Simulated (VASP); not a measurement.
Here is a VASP 6.6.1 calculation.

Contents of POSCAR:

```
ZnF2
1.0
    4.7182600000      0.0000000000      0.0000000000
    0.0000000000      4.7182600000      0.0000000000
    0.0000000000      0.0000000000      3.1387200000
Zn F
2 4
Direct
    0.0000000000      0.0000000000      0.0000000000
    0.5000000000      0.5000000000      0.5000000000
    0.3037300000      0.3037300000      0.0000000000
    0.1962700000      0.8037300000      0.5000000000
    0.6962700000      0.6962700000      0.0000000000
    0.8037300000      0.1962700000      0.5000000000
```

The input INCAR.step1:

```
SYSTEM = ZnF2
PREC = Accurate
ENCUT = 520
EDIFF = 1E-5
ISMEAR = 0
SIGMA = 0.02
LREAL = .FALSE.
LASPH = .TRUE.
NELM = 80
ALGO = Normal
ISIF = 2
LWAVE = .TRUE.
LCHARG = .FALSE.
GGA = PE
```

INCAR.step2

```
SYSTEM = ZnF2
PREC = Accurate
ENCUT = 520
EDIFF = 1E-6
ISMEAR = 0
SIGMA = 0.02
LREAL = .FALSE.
LASPH = .TRUE.
NELM = 80
ALGO = Normal
ISIF = 2
LWAVE = .FALSE.
LCHARG = .FALSE.
GGA = PE
LHFCALC = .TRUE.
AEXX = 0.25
PRECFOCK = Fast
ISTART = 1
```

Contents of KPOINTS:

```
Automatic mesh
0
G
  4 4 6
  0 0 0
```

Potentials or basis: VASP PAW PBE potentials, release 64 (Zn, F).

The run is started by

```bash
$ cat potpaw_PBE.64/Zn/POTCAR potpaw_PBE.64/F/POTCAR > POTCAR
$ cp INCAR.step1 INCAR
$ mpirun -np 1 vasp_std > vasp.out
$ cp INCAR.step2 INCAR
$ mpirun -np 1 vasp_std > vasp.out
```

Problem. Estimate the pressure.

Solution. 1.8 GPa.

Problem. Predict the band gap on the k mesh.

Solution. 6.76 eV, indirect (least direct gap 6.78 eV).

Problem. Predict the largest force.

Solution. 0.016 eV/Å.

Forces in eV/Å, atoms in the order of the input:
```
Zn   0.000  0.000  0.000
Zn   0.000  0.000  0.000
F   -0.012 -0.012  0.000
F    0.012 -0.012  0.000
F    0.012  0.012  0.000
F   -0.012  0.012  0.000
```

Caveat: the PAW data sets were made with another functional, which shifts forces and pressure a little. A k mesh can miss the band edges.
